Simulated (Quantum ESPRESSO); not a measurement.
# InP (Fm-3m) in Quantum ESPRESSO: equation of state

How stiff is InP in PBE, and what volume does it want? The cell is scaled to several volumes.

All numbers are computed with Quantum ESPRESSO 7.5; they aren't measurements. Logs are shortened: lines on timing, memory, paths and dates and some standing lists are left out, and cuts for length are marked.

### 1 The structure

It takes space group Fm-3m (No. 225, cubic). The conventional cell has a = 5.538 Å, b = 5.538 Å, c = 5.538 Å, α = 90.00°, β = 90.00°, γ = 90.00°. In (site symmetry m-3m) is surrounded by 6 P at 2.77 Å. P (site symmetry m-3m) has 6 In at 2.77 Å as nearest neighbours.

Measurements of this composition are mostly on another form, of space group No. 216.

### 2 Single point, PBE, 19.95 Å³/atom

Input file pw.in:

```
&CONTROL
  calculation = 'scf'
  prefix = 'pwscf'
  outdir = './tmp'
  pseudo_dir = './pseudo'
  tprnfor = .true.
  tstress = .true.
  disk_io = 'nowf'
/
&SYSTEM
  ibrav = 0
  nat = 2
  ntyp = 2
  ecutwfc = 55
  ecutrho = 440
  nbnd = 15
  occupations = 'smearing'
  smearing = 'fd'
  degauss = 0.00367493
/
&ELECTRONS
  conv_thr = 4d-10
  electron_maxstep = 120
  mixing_beta = 0.5
/
ATOMIC_SPECIES
In   114.8180 In.pbe-dn-rrkjus_psl.0.2.2.UPF
P     30.9738 P.pbe-n-rrkjus_psl.1.0.0.UPF
CELL_PARAMETERS angstrom
   0.0000000000    2.7123113237    2.7123113237
   2.7123113237    0.0000000000    2.7123113237
   2.7123113237    2.7123113237    0.0000000000
ATOMIC_POSITIONS crystal
In     0.0000000000    0.0000000000    0.0000000000
P      0.5000000000    0.5000000000    0.5000000000
K_POINTS automatic
8 8 8 0 0 0
```

Potentials or basis: SSSP 1.3 efficiency PBE.

Launch:

```bash
> OMP_NUM_THREADS=1 pw.x -in pw.in > pw.out
```

pw.out:

```text
This program is part of the open-source Quantum ESPRESSO suite
     for quantum simulation of materials; please cite
         "P. Giannozzi et al., J. Phys.:Condens. Matter 21 395502 (2009);
         "P. Giannozzi et al., J. Phys.:Condens. Matter 29 465901 (2017);
         "P. Giannozzi et al., J. Chem. Phys. 152 154105 (2020);
     in publications or presentations arising from this work. More details at

     file In.pbe-dn-rrkjus_psl.0.2.2.UPF: wavefunction(s)  5S renormalized
     Message from routine setup:
     using ibrav=0 with symmetry is DISCOURAGED, use correct ibrav instead

     G-vector sticks info
     --------------------
     sticks:   dense  smooth     PW     G-vecs:    dense   smooth      PW
     Sum        1597     805    241                41871    14841    2445

     Using Slab Decomposition

     bravais-lattice index     =            0
     lattice parameter (alat)  =       7.2486  a.u.
     unit-cell volume          =     269.3055 (a.u.)^3
     number of atoms/cell      =            2
     number of atomic types    =            2
     number of electrons       =        18.00
     number of Kohn-Sham states=           15
     kinetic-energy cutoff     =      55.0000  Ry
     charge density cutoff     =     440.0000  Ry
     scf convergence threshold =      4.0E-10
     mixing beta               =       0.5000
     number of iterations used =            8  plain     mixing
     Exchange-correlation= PBE
                           (   1   4   3   4   0   0   0)

     celldm(1)=   7.248588  celldm(2)=   0.000000  celldm(3)=   0.000000
     celldm(4)=   0.000000  celldm(5)=   0.000000  celldm(6)=   0.000000

     crystal axes: (cart. coord. in units of alat)
               a(1) = (   0.000000   0.707107   0.707107 )
               a(2) = (   0.707107   0.000000   0.707107 )
               a(3) = (   0.707107   0.707107   0.000000 )

     reciprocal axes: (cart. coord. in units 2 pi/alat)
               b(1) = ( -0.707107  0.707107  0.707107 )
               b(2) = (  0.707107 -0.707107  0.707107 )
               b(3) = (  0.707107  0.707107 -0.707107 )

     PseudoPot. # 1 for In read from file:
     In.pbe-dn-rrkjus_psl.0.2.2.UPF
     Pseudo is Ultrasoft + core correction, Zval = 13.0
     Generated using "atomic" code by A. Dal Corso  v.5.0.99 svn rev. 10869
     Using radial grid of 1241 points,  6 beta functions with:
                l(1) =   0
                l(2) =   0
                l(3) =   1
                l(4) =   1
                l(5) =   2
                l(6) =   2
     Q(r) pseudized with 0 coefficients

     PseudoPot. # 2 for P  read from file:
     P.pbe-n-rrkjus_psl.1.0.0.UPF
     Pseudo is Ultrasoft + core correction, Zval =  5.0
     Generated using "atomic" code by A. Dal Corso  v.5.1
     Using radial grid of 1147 points,  6 beta functions with:
                l(1) =   0
                l(2) =   0
                l(3) =   1
                l(4) =   1
                l(5) =   2
                l(6) =   2
     Q(r) pseudized with 0 coefficients

     atomic species   valence    mass     pseudopotential
     In               13.00   114.81800     In( 1.00)
     P                 5.00    30.97380     P ( 1.00)

     48 Sym. Ops., with inversion, found

   Cartesian axes

     site n.     atom                  positions (alat units)
         1        In     tau(   1) = (   0.0000000   0.0000000   0.0000000  )
         2        P      tau(   2) = (   0.7071068   0.7071068   0.7071068  )

     number of k points=    29  Fermi-Dirac smearing, width (Ry)=  0.0037
                       cart. coord. in units 2pi/alat
        k(    1) = (   0.0000000   0.0000000   0.0000000), wk =   0.0039062
        k(    2) = (   0.0883883   0.0883883  -0.0883883), wk =   0.0312500
        k(    3) = (   0.1767767   0.1767767  -0.1767767), wk =   0.0312500
        k(    4) = (   0.2651650   0.2651650  -0.2651650), wk =   0.0312500
        k(    5) = (  -0.3535534  -0.3535534   0.3535534), wk =   0.0156250
        k(    6) = (   0.1767767   0.0000000   0.0000000), wk =   0.0234375
[... 21 lines left out ...]
        k(   28) = (  -0.7071068   0.1767767  -0.0000000), wk =   0.0468750
        k(   29) = (  -0.7071068   0.3535534   0.0000000), wk =   0.0234375

     Dense  grid:    41871 G-vectors     FFT dimensions: (  50,  50,  50)

     Smooth grid:    14841 G-vectors     FFT dimensions: (  36,  36,  36)

     Initial potential from superposition of free atoms

     starting charge      17.9961, renormalised to      18.0000
     Starting wfcs are   13 randomized atomic wfcs +    2 random wfcs

     Self-consistent Calculation

     iteration #  1     ecut=    55.00 Ry     beta= 0.50
     Davidson diagonalization with overlap
     ethr =  1.00E-02,  avg # of iterations =  5.3

     Threshold (ethr) on eigenvalues was too large:
     Diagonalizing with lowered threshold

     Davidson diagonalization with overlap
     ethr =  4.76E-04,  avg # of iterations =  2.4

     total energy              =    -158.85927731 Ry
     estimated scf accuracy    <       0.08361106 Ry

     iteration #  2     ecut=    55.00 Ry     beta= 0.50
     Davidson diagonalization with overlap
     ethr =  4.65E-04,  avg # of iterations =  2.4

     total energy              =    -158.88075371 Ry
     estimated scf accuracy    <       0.00426048 Ry

     iteration #  3     ecut=    55.00 Ry     beta= 0.50
     Davidson diagonalization with overlap
     ethr =  2.37E-05,  avg # of iterations =  5.5

     total energy              =    -158.88252162 Ry
     estimated scf accuracy    <       0.00075651 Ry
[... 26 lines left out ...]
     total energy              =    -158.88260740 Ry
     estimated scf accuracy    <       0.00000002 Ry

     iteration #  8     ecut=    55.00 Ry     beta= 0.50
     Davidson diagonalization with overlap
     ethr =  1.18E-10,  avg # of iterations =  4.2

     total energy              =    -158.88260741 Ry
     estimated scf accuracy    <          3.0E-09 Ry

     iteration #  9     ecut=    55.00 Ry     beta= 0.50
     Davidson diagonalization with overlap
     ethr =  1.68E-11,  avg # of iterations =  2.1

     End of self-consistent calculation

          k = 0.0000 0.0000 0.0000 (  1837 PWs)   bands (ev):

    -4.4052  -4.4052  -4.3811  -4.3811  -4.3811  -2.5213   9.6605   9.6605
     9.6605  11.0011  17.0528  17.0528  17.0528  18.8235  18.8235

          k = 0.0884 0.0884-0.0884 (  1868 PWs)   bands (ev):

    -4.4147  -4.4147  -4.3822  -4.3684  -4.3684  -2.3128   8.0113   9.6955
     9.6955  12.2926  16.1592  16.6872  16.6872  17.8640  17.8640

          k = 0.1768 0.1768-0.1768 (  1880 PWs)   bands (ev):

    -4.4421  -4.4421  -4.3876  -4.3329  -4.3329  -1.7061   5.8377   9.8169
     9.8169  12.9754  15.0767  15.0767  15.7015  18.6223  18.7561

          k = 0.2652 0.2652-0.2652 (  1859 PWs)   bands (ev):

    -4.4701  -4.4701  -4.3955  -4.2961  -4.2961  -0.8189   3.9252  10.0152
    10.0152  12.6895  13.8326  13.8326  15.6894  19.9698  20.2878

          k =-0.3536-0.3536 0.3536 (  1850 PWs)   bands (ev):

    -4.4817  -4.4817  -4.3993  -4.2807  -4.2807  -0.2306   2.9827  10.1354
    10.1354  12.5064  13.3504  13.3504  15.6428  21.3997  21.4405

          k = 0.1768 0.0000 0.0000 (  1856 PWs)   bands (ev):

    -4.4398  -4.3969  -4.3911  -4.3627  -4.3627  -2.2343   8.2291   9.2613
     9.2613  12.8347  15.4222  15.9674  17.1280  17.1280  19.9429

          k = 0.2652 0.0884-0.0884 (  1858 PWs)   bands (ev):

    -4.4821  -4.4073  -4.3949  -4.3428  -4.3295  -1.7391   6.5856   9.0218
     9.3652  12.9412  14.5299  15.6506  16.6514  17.6265  19.7971

          k = 0.3536 0.1768-0.1768 (  1872 PWs)   bands (ev):

    -4.5157  -4.4357  -4.3913  -4.3213  -4.2921  -0.9084   4.6547   9.0800
     9.3089  12.1845  14.1403  15.4227  16.5734  18.1179  20.9768

          k =-0.2652-0.4419 0.4419 (  1849 PWs)   bands (ev):

    -4.5246  -4.4609  -4.3879  -4.3028  -4.2773  -0.0979   3.2943   8.8757
     9.4433  12.0897  13.9172  14.3904  17.0845  19.3470  21.5636

          k =-0.1768-0.3536 0.3536 (  1854 PWs)   bands (ev):

    -4.5043  -4.4690  -4.3849  -4.2999  -4.2931  -0.3233   3.6179   8.4569
     9.9706  12.6207  13.8579  13.9619  17.0180  19.9684  20.0202

          k =-0.0884-0.2652 0.2652 (  1867 PWs)   bands (ev):

    -4.4647  -4.4572  -4.3830  -4.3281  -4.3165  -1.2279   5.2207   8.3556
    10.2875  13.5965  14.1349  14.1469  16.2787  18.4285  19.6455

          k = 0.0000-0.1768 0.1768 (  1867 PWs)   bands (ev):

    -4.4352  -4.4269  -4.3839  -4.3587  -4.3429  -1.9616   6.9468   8.7994
    10.1295  13.3499  15.2628  15.3289  15.8669  17.5156  19.4809

          k = 0.3536 0.0000 0.0000 (  1876 PWs)   bands (ev):

    -4.5649  -4.4151  -4.3767  -4.3158  -4.3158  -1.3386   6.8330   8.4216
     8.4216  11.0592  14.7084  16.4402  17.8928  17.8928  20.8615

          k = 0.4419 0.0884-0.0884 (  1853 PWs)   bands (ev):

    -4.6260  -4.4173  -4.3849  -4.2976  -4.2833  -0.5858   5.5633   8.0056
     8.1991  10.1957  14.6825  17.0281  17.5485  19.0368  21.7281

          k =-0.1768-0.5303 0.5303 (  1857 PWs)   bands (ev):

    -4.6361  -4.4113  -4.3971  -4.3013  -4.2674   0.2740   4.1508   7.0967
     8.4077  10.5737  15.3241  16.4542  17.3065  19.6023  22.0473

          k =-0.0884-0.4419 0.4419 (  1848 PWs)   bands (ev):

    -4.5965  -4.4374  -4.3647  -4.3230  -4.2803   0.4123   3.8363   6.5306
     9.0123  11.2990  15.3789  15.6372  17.6863  19.8815  20.3007

          k = 0.0000-0.3536 0.3536 (  1845 PWs)   bands (ev):

    -4.5277  -4.4541  -4.3606  -4.3277  -4.3078  -0.4011   4.6126   6.8625
     9.8306  12.3420  14.4451  15.3890  16.5219  18.9291  21.9405

          k = 0.5303-0.0000 0.0000 (  1852 PWs)   bands (ev):

    -4.7213  -4.4391  -4.3565  -4.2656  -4.2656   0.0582   5.6035   7.7031
     7.7031   8.3808  13.9282  19.3085  19.3085  19.3405  21.8165

          k =-0.0884-0.6187 0.6187 (  1845 PWs)   bands (ev):

    -4.7468  -4.4334  -4.3651  -4.2619  -4.2525   0.7785   4.9264   6.1957
     7.6848   9.0806  14.2423  18.7827  19.1031  20.3992  22.7845

          k = 0.0000-0.5303 0.5303 (  1850 PWs)   bands (ev):

    -4.6956  -4.4006  -4.3963  -4.2896  -4.2615   0.9724   4.6249   5.2306
     8.1489  10.1650  15.4543  17.2134  18.6918  19.2437  21.2744

          k =-0.7071 0.0000 0.0000 (  1868 PWs)   bands (ev):

    -4.7911  -4.4491  -4.3482  -4.2437  -4.2437   1.0679   4.6185   7.4308
     7.4308   7.5176  13.6678  20.3870  20.3870  20.7150  22.4605

          k = 0.3536 0.1768 0.0000 (  1866 PWs)   bands (ev):

    -4.5356  -4.4136  -4.3967  -4.3168  -4.3119  -1.1082   5.7113   7.8792
     9.4260  11.9967  15.0049  15.3946  16.5606  18.2183  21.5705

          k =-0.2652-0.4419 0.6187 (  1857 PWs)   bands (ev):

    -4.5718  -4.4345  -4.3815  -4.3156  -4.2851  -0.2164   4.3648   7.4256
     8.7763  12.1613  14.1300  15.9790  16.9830  19.2122  21.5183

          k =-0.1768-0.3536 0.5303 (  1848 PWs)   bands (ev):

    -4.5840  -4.4451  -4.3675  -4.3240  -4.2725   0.3551   3.5614   7.4774
     8.3017  12.4579  13.6122  16.1499  17.6749  20.0865  20.2481

          k =-0.1768-0.5303 0.7071 (  1851 PWs)   bands (ev):

    -4.6777  -4.4146  -4.3885  -4.2861  -4.2660   0.2046   5.0236   7.1239
     7.1983  10.4782  14.8337  16.4656  18.9227  19.6429  22.9030

          k =-0.0884-0.4419 0.6187 (  1843 PWs)   bands (ev):

    -4.6747  -4.4098  -4.3853  -4.3132  -4.2546   0.8462   4.4175   6.0581
     7.0997  11.5125  15.2569  16.1240  18.1017  20.2652  21.8075

          k = 0.0000-0.3536 0.5303 (  1848 PWs)   bands (ev):

    -4.6303  -4.4286  -4.3521  -4.3433  -4.2667   0.5953   4.3192   6.0604
     7.7398  12.3589  14.2829  16.8143  17.2702  20.3787  20.5445

          k =-0.7071 0.1768-0.0000 (  1842 PWs)   bands (ev):

    -4.7434  -4.4223  -4.3750  -4.2774  -4.2437   1.0897   4.9264   5.6913
     6.8424  10.1089  14.6174  17.5739  19.2480  20.7993  23.0224

          k =-0.7071 0.3536 0.0000 (  1856 PWs)   bands (ev):

    -4.6857  -4.4116  -4.3532  -4.3532  -4.2437   1.1141   5.0472   5.7658
     5.7658  12.5812  14.7129  16.7652  16.7652  21.8830  21.8830

     the Fermi energy is    10.0898 ev

!    total energy              =    -158.88260741 Ry
     estimated scf accuracy    <          5.7E-11 Ry
     smearing contrib. (-TS)   =      -0.00074709 Ry
     internal energy E=F+TS    =    -158.88186032 Ry

     The total energy is F=E-TS. E is the sum of the following terms:
     one-electron contribution =     -42.37651643 Ry
     hartree contribution      =      36.16868918 Ry
     xc contribution           =     -52.08644415 Ry
     ewald contribution        =    -100.58758892 Ry

     convergence has been achieved in   9 iterations

     Forces acting on atoms (cartesian axes, Ry/au):

     atom    1 type  1   force =     0.00000000    0.00000000    0.00000000
     atom    2 type  2   force =     0.00000000    0.00000000   -0.00000000

     Total force =     0.000000     Total SCF correction =     0.000000

     Computing stress (Cartesian axis) and pressure

          total   stress  (Ry/bohr**3)                   (kbar)     P=       53.41
   0.00036307  -0.00000000  -0.00000000           53.41       -0.00       -0.00
  -0.00000000   0.00036307  -0.00000000           -0.00       53.41       -0.00
  -0.00000000  -0.00000000   0.00036307           -0.00       -0.00       53.41

=------------------------------------------------------------------------------=
   JOB DONE.
=------------------------------------------------------------------------------=
```

Wall time 17 s (1 thread of AMD EPYC 9R14 (Zen 4), shared host); peak memory 0.19 GiB.

Results:

| Quantity | Value |
| --- | --- |
| Free energy | -2161.7080 eV |
| Pressure | 5.3 GPa |
| Band gap on the k mesh | none (metal or under the smearing width) |

### 3 Single point, PBE, 20.38 Å³/atom

pw.in: that of step 2 with these lines changed.

```diff
@@ -29,5 +29,5 @@
 CELL_PARAMETERS angstrom
-   0.0000000000    2.7123113237    2.7123113237
-   2.7123113237    0.0000000000    2.7123113237
-   2.7123113237    2.7123113237    0.0000000000
+   0.0000000000    2.7314127370    2.7314127370
+   2.7314127370    0.0000000000    2.7314127370
+   2.7314127370    2.7314127370    0.0000000000
 ATOMIC_POSITIONS crystal
```

Potentials or basis: SSSP 1.3 efficiency PBE.

Launch:

```bash
> OMP_NUM_THREADS=1 pw.x -in pw.in > pw.out
```

Wall time 17 s (1 thread of AMD EPYC 9R14 (Zen 4), shared host); peak memory 0.2 GiB.

It converged, with:

```
Free energy            : -2161.7312 eV
Pressure               : 3.4 GPa
Band gap on the k mesh : none (metal or under the smearing width)
```

### 4 Single point, PBE, 20.80 Å³/atom

pw.in: that of step 3 with these lines changed.

```diff
@@ -29,5 +29,5 @@
 CELL_PARAMETERS angstrom
-   0.0000000000    2.7314127370    2.7314127370
-   2.7314127370    0.0000000000    2.7314127370
-   2.7314127370    2.7314127370    0.0000000000
+   0.0000000000    2.7502506615    2.7502506615
+   2.7502506615    0.0000000000    2.7502506615
+   2.7502506615    2.7502506615    0.0000000000
 ATOMIC_POSITIONS crystal
```

Launch:

```bash
> OMP_NUM_THREADS=1 pw.x -in pw.in > pw.out
```

It took 17 s on 1 thread of AMD EPYC 9R14 (Zen 4), shared host; peak memory 0.2 GiB.

Results (log left out):

```yaml
Free_energy: -2161.7445 eV
Pressure: 1.6 GPa
Band_gap_on_the_k_mesh: none (metal or under the smearing width)
```

(Continued in part 2 of 2.)
